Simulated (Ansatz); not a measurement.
# Sr (omega type): a single-point run

Aim: a sound single-point run of Sr (omega type). The structure is shown as the input types it.

Computed with Ansatz 0.2.0 (DFT, PBE, PAW with Ansatz's default frozen-core files, scalar-relativistic, unless a step's input says otherwise).

**1. Starting point**

The structure is hexagonal, space group P6/mmm (No. 191). Conventional cell: a = 5.744 Å, b = 5.744 Å, c = 3.376 Å, α = 90.00°, β = 90.00°, γ = 120.00°. Around Sr (site symmetry 6/mmm) lie 14 Sr at 3.38 to 3.72 Å. Sr (site symmetry -6m2) has 11 Sr at 3.32 to 3.72 Å as nearest neighbours.

Structure file:

```cif
data_structure
_symmetry_space_group_name_H-M 'P6/mmm'
_symmetry_Int_Tables_number 191
_cell_length_a 5.7437
_cell_length_b 5.7437
_cell_length_c 3.3758
_cell_angle_alpha 90.000
_cell_angle_beta 90.000
_cell_angle_gamma 120.000
_cell_volume 96.45
loop_
_atom_site_label
_atom_site_type_symbol
_atom_site_symmetry_multiplicity
_atom_site_Wyckoff_symbol
_atom_site_fract_x
_atom_site_fract_y
_atom_site_fract_z
_atom_site_occupancy
Sr1 Sr 1 a 0.00000 0.00000 0.00000 1
Sr2 Sr 2 d 0.33333 0.66667 0.50000 1
```

**2. The run**

Contents of input.yaml:

```yaml
crystal:
  lattice:
    - [5.7436979118, 0.0, 0.0]
    - [-2.8718489559, 4.9741883033, 0.0]
    - [0.0, 0.0, 3.3757586497]
  atoms:
    - { symbol: Sr, position: [0.0, 0.0, 0.0] }
    - { symbol: Sr, position: [0.3333333333, 0.6666666667, 0.5] }
    - { symbol: Sr, position: [0.6666666667, 0.3333333333, 0.5] }
kpoints:
  mp_grid: { grid: [5, 5, 7] }
scf:
  occupations: { method: gaussian, width: 5.0 }
  max_iter: 80
hamiltonian:
  xc: pbe
  pseudopotentials: { kind: paw }
output:
  forces: true
  stress: true
  eigenvalues: true
  populations: true
```

Command:

```
$ ansatz run input.yaml --threads 1 --pin off --max-ram 3072MiB --backend cpu --events-out ev --progress --plain --runs-dir out
```

What happens when this is run?

The program finished normally. It gives a pressure of 19 GPa, which is large; a structure far from rest gives such values too, whatever the setting.

In the input, scf.occupations.method is gaussian; scf.occupations.width is 5.0. Occupations are smeared over electronvolts, wider than many features of the bands.

Run again and compare: set scf.occupations.method to fermi_dirac and scf.occupations.width to 0.1.
